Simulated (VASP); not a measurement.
Level of theory: PBEsol GGA, VASP's PBE PAW potentials (set 64) (plane waves; VASP).

VASP ran on this input.

**POSCAR**
```
ZrO2
1
    0.0000000000     2.5342264547     2.5342264547
    2.5342264547     0.0000000000     2.5342264547
    2.5342264547     2.5342264547     0.0000000000
Zr O
1 2
Direct
  0.0000000000   0.0000000000   0.0000000000
  0.2500000000   0.2500000000   0.2500000000
  0.7500000000   0.7500000000   0.7500000000
```

### KPOINTS
```
Automatic mesh
0
Gamma
8 8 8
0 0 0
```

**INCAR**
```
LASPH=T   # aspherical one-centre terms
ALGO=Normal   # blocked Davidson
ISMEAR=0   # Gaussian
ENCUT=520   # plane-wave cut-off (eV)
IBRION=8   # DFPT with symmetry
SYSTEM=ZrO2
SIGMA=0.01   # width (eV)
LEPSILON=T
LREAL=F
NSW=1
LWAVE=F
LMAXMIX=4
GGA=PS   # PBEsol
LCHARG=F
EDIFF=1E-8   # SCF stop (eV)
PREC=Accurate
NELM=100   # most electronic steps
```

POTCAR, in this order: Zr_sv O (PBE.64 set). Program: vasp_std.

Output

OUTCAR:
```


 HEAD OF MICROSCOPIC STATIC DIELECTRIC TENSOR (INDEPENDENT PARTICLE, excluding Hartree and local field effects)
 ------------------------------------------------------
           6.007314     0.000000     0.000000
           0.000000     6.007314    -0.000000
           0.000000    -0.000000     6.007314
 ------------------------------------------------------

 MACROSCOPIC STATIC DIELECTRIC TENSOR (including local field effects in DFT)
 ------------------------------------------------------
           5.849526     0.000000     0.000000
           0.000000     5.849526    -0.000000
           0.000000     0.000000     5.849526
 ------------------------------------------------------

 PIEZOELECTRIC TENSOR (including local field effects)  for field in x, y, z        (e  Angst)
          XX          YY          ZZ          XY          YZ          ZX
  --------------------------------------------------------------------------------
  x     0.00000     0.00000     0.00000     0.00000     0.00000     0.00000
  y     0.00000     0.00000     0.00000     0.00000     0.00000     0.00000
  z     0.00000     0.00000     0.00000     0.00000     0.00000     0.00000

 PIEZOELECTRIC TENSOR (including local field effects)  for field in x, y, z        (C/m^2)
          XX          YY          ZZ          XY          YZ          ZX
  --------------------------------------------------------------------------------
  x     0.00000     0.00000     0.00000     0.00000     0.00000     0.00000
  y     0.00000     0.00000     0.00000     0.00000     0.00000     0.00000
  z     0.00000     0.00000     0.00000     0.00000     0.00000     0.00000

 BORN EFFECTIVE CHARGES (including local field effects) (in |e|, cummulative output)
 ---------------------------------------------------------------------------------
 ion    1
    1     5.74549     0.00000     0.00000
    2     0.00000     5.74549     0.00000
    3     0.00000     0.00000     5.74549
 ion    2
    1    -2.87274     0.00000     0.00000
    2     0.00000    -2.87274     0.00000
    3     0.00000     0.00000    -2.87274
 ion    3
    1    -2.87274     0.00000     0.00000
    2     0.00000    -2.87274     0.00000
    3     0.00000     0.00000    -2.87274
```
(Selected blocks of OUTCAR.)

File OUTCAR:
```
 val. band max:        7.2337082364   @ k =   0.5000   0.5000   0.0000

 cond. band min:      10.5483265851   @ k =   0.0000   0.0000   0.0000


 Fermi energy:         7.2872353050

 k-point     1 :       0.0000    0.0000    0.0000
  band No.  band energies     occupation
      1     -40.6578      2.00000
      2     -18.5209      2.00000
      3     -18.5209      2.00000
      4     -18.5209      2.00000
      5     -10.9678      2.00000
      6      -8.3081      2.00000
      7       1.8734      2.00000
      8       1.8734      2.00000
      9       1.8734      2.00000
     10       6.6886      2.00000
     11       6.6886      2.00000
     12       6.6886      2.00000
     13      10.5483      0.00000
     14      10.5483      0.00000
     15      13.6994      0.00000
     16      16.7901      0.00000

 k-point     2 :       0.1250    0.0000    0.0000
  band No.  band energies     occupation
      1     -40.6503      2.00000
      2     -18.6428      2.00000
      3     -18.5321      2.00000
      4     -18.5321      2.00000
      5     -10.7378      2.00000
      6      -8.4733      2.00000
      7       2.0274      2.00000
      8       2.0274      2.00000
      9       2.3078      2.00000
     10       6.3115      2.00000
     11       6.3966      2.00000
     12       6.3966      2.00000
     13      10.8520      0.00000
     14      10.8520      0.00000
     15      14.1765      0.00000
     16      16.2389      0.00000

 k-point     3 :       0.2500    0.0000    0.0000
  band No.  band energies     occupation
      1     -40.6321      2.00000
      2     -18.9158      2.00000
      3     -18.5590      2.00000
      4     -18.5590      2.00000
      5     -10.2486      2.00000
      6      -8.7618      2.00000
      7       2.4038      2.00000
      8       2.4038      2.00000
      9       3.3240      2.00000
     10       5.5655      2.00000
     11       5.8931      2.00000
     12       5.8931      2.00000
     13      11.2851      0.00000
...
```

The structure comes from a measured ZrO2 entry (Fm-3m) of the Crystallography Open Database, whose conditions weren't checked. It was relaxed first.
